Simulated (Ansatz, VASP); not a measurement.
Mg: VASP beside Ansatz

```xyz
2
Lattice="3.0235 0.0000 0.0000 -1.5117 2.6184 0.0000 0.0000 0.0000 4.9360" Properties=species:S:1:pos:R:3 pbc="T T T"
Mg    0.0000    1.7456    1.2340
Mg    1.5117    0.8728    3.7020
```

Alike in both runs: functional PBE; k mesh 9 × 9 × 4; occupations gaussian, width 0.1 eV; no spin polarisation.

Ansatz relaxed the structure, and its values are those at the end. VASP's run is a single point on that final structure, the one shown.

```csv
,VASP,Ansatz
version,VASP 6.6.1,Ansatz 0.2.0
potentials or method,"VASP PAW PBE potentials, release 64 (Mg)","scalar-relativistic, plane waves, PAW"
plane-wave cutoff (eV),520,420
valence electrons in the cell,4,20
```

Ansatz gave:

* gap on the k mesh at the Fermi level (eV): none
* pressure (GPa): 8.1

Task: Estimate VASP's values.

Result: gap on the k mesh at the Fermi level (eV): none; pressure (GPa): 8.0.

A gap of «none» marks a metal or a gap that the smearing closes. The two sets of potentials don't hold the same shells in valence.
